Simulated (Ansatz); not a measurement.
## Gd in Ansatz: the effect of fixed moment

The system is Gd.

```xyz
2
Lattice="3.6360 0.0000 0.0000 -1.8180 3.1489 0.0000 0.0000 0.0000 5.7826" Properties=species:S:1:pos:R:3 pbc="T T T"
Gd    1.8180    1.0496    4.3369
Gd    0.0000    2.0992    1.4457
```

Alike in all runs:

- Program: Ansatz 0.2.0
- Task: single point
- Functional: PBEsol
- Potentials or basis: Ansatz PAW
- Cutoff: 420 eV (not typed: the program's choice for these potentials)
- k mesh: 7 × 7 × 4
- Occupations: fermi-dirac, width 0.05 eV

```tsv
fixed moment	spin	starting moments	energy over the lowest run (meV/atom)	pressure (GPa)
0	collinear spin, program default start	-	7331.0	-4.6
3.5	collinear spin, ferromagnetic start	[1.75, 1.75] μB	5129.2	3.5
7	collinear spin, ferromagnetic start	[3.5, 3.5] μB	3023.0	3.7
10.5	collinear spin, ferromagnetic start	[5.25, 5.25] μB	684.9	1.4
14	collinear spin, ferromagnetic start	[7.0, 7.0] μB	0.0	-2.1
17.5	collinear spin, ferromagnetic start	[8.75, 8.75] μB	?	?
21	collinear spin, ferromagnetic start	[10.5, 10.5] μB	6338.0	1.4
28	collinear spin, ferromagnetic start	[14.0, 14.0] μB	44732.9	8.0
```

Q: What does the run with fixed moment 17.5 give?

A: Energy over the lowest run 260.2 meV/atom; pressure 0.7 GPa.

Worked out: The energy over the lowest run follows no smooth curve through the other rows. The pressure follows no smooth curve through the other rows.

Caveats: the total moment is fixed, so each spin has its own Fermi level; the PAW data sets come from PBE, with cores solved anew for the run's functional, which leaves a small shift of forces and pressure; the thresholds are loose for stress.
